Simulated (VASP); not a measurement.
A run of VASP 6.6.1 is set up as follows.

POSCAR

```
Sb
1.0
    4.3084000000      0.0000000000      0.0000000000
   -2.1542000000      3.7311838500      0.0000000000
    0.0000000000      0.0000000000     19.5067325300
  Sb
     2
Direct
     0.3333333329999988    0.6666666670000012    0.5404649243971418
     0.0000000000000000    0.0000000000000000    0.4595350756028582
```

INCAR.step1

```
SYSTEM = Sb
PREC = Accurate ; ENCUT = 600
EDIFF = 1E-8 ; ISMEAR = 0
SIGMA = 0.05 ; LREAL = .False.
LASPH = .True. ; NELM = 80
ALGO = Normal ; ISIF = 2
LWAVE = .False. ; LCHARG = .False.
LDIPOL = .True. ; IDIPOL = 3
DIPOL = 0.5 0.5 0.500 ; GGA = PE
IBRION = 2 ; NSW = 40
EDIFFG = -0.002
```

File INCAR.step2:

```
SYSTEM = Sb
PREC = Accurate ; ENCUT = 600
EDIFF = 1E-8 ; ISMEAR = 0
SIGMA = 0.05 ; LREAL = .False.
LASPH = .True. ; NELM = 80
ALGO = Normal ; ISIF = 2
LWAVE = .False. ; LCHARG = .False.
LDIPOL = .True. ; IDIPOL = 3
DIPOL = 0.5 0.5 0.500 ; GGA = PE
IBRION = 6 ; NFREE = 2
POTIM = 0.015 ; NSW = 1
```

KPOINTS

```
regular mesh
0
Gamma
  12 12 1
  0 0 0
```

Potentials or basis: VASP PAW PBE potentials, release 64 (Sb).

The run is started by

```sh
$ cat potpaw_PBE.64/Sb/POTCAR > POTCAR
$ cp INCAR.step1 INCAR
$ mpirun -np 1 vasp_std > vasp.out
$ cp CONTCAR POSCAR
$ cp INCAR.step2 INCAR
$ mpirun -np 1 vasp_std > vasp.out
```

(1) Estimate the highest phonon frequency at Γ.

Results:

(1) 189 cm⁻¹.
